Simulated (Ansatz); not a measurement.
Equilibrium properties in the simple cubic structure, computed with PBE in Ansatz (plane waves, PAW datasets (generated soft set 1); cutoff 420 eV), no spin polarisation, no spin–orbit coupling, Fermi–Dirac smearing of 0.061 eV, k-spacing 0.06 Å⁻¹:

```
crystal  a₀ (Å)  V₀ (Å³/atom)  B₀ (GPa)
     Ni   2.324         12.56       147
     Cu   2.406         13.92       103
     Zn   2.630         18.19        48
     Ga   2.720         20.11        46
     Ge   2.711         19.93        67
     As   2.731         20.37        78
```

Q: Give the same for Sr, Br, Rb.

A: 
```csv
crystal,a₀ (Å),V₀ (Å³/atom),B₀ (GPa)
Sr,3.851,57.12,7.1
Br,3.101,29.81,29
Rb,4.625,98.96,2.1
```

Model structures, not the usual forms at ambient conditions (metastable or hypothetical): Ni, Cu, Zn, Ga, Ge, As, Br, Rb, Sr. Spin polarisation is left out, and a magnetic state may lie lower for Ni.
